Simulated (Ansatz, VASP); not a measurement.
**Se: VASP beside Ansatz**

```
Se
1.0
     2.00349    1.15671    1.63014
    -2.00349    1.15671    1.63014
     0.00000   -2.31343    1.63014
Se
1
Direct
  0.00000 0.00000 0.00000
```

Alike in both runs: functional PBE; k mesh 22 × 22 × 22; occupations gaussian, width 0.05 eV; no spin polarisation.

Ansatz relaxed the structure, and its values are those at the end. VASP's run is a single point on that final structure, the one shown.

```csv
,VASP,Ansatz
version,VASP 6.6.1,Ansatz 0.2.0
potentials or method,"VASP PAW PBE potentials, release 64 (Se)","scalar-relativistic, plane waves, PAW"
plane-wave cutoff (eV),520,420
valence electrons in the cell,6,16
```

|  | VASP | Ansatz | Ansatz less VASP |
| --- | --- | --- | --- |
| gap on the k mesh at the Fermi level (eV) | none | none | - |
| pressure (GPa) | 0.0 | 0.0 | -0.03 |

A gap of «none» marks a metal or a gap that the smearing closes. With one functional, cell and mesh, what is left measures potentials, basis and numerics. The two sets of potentials don't hold the same shells in valence.
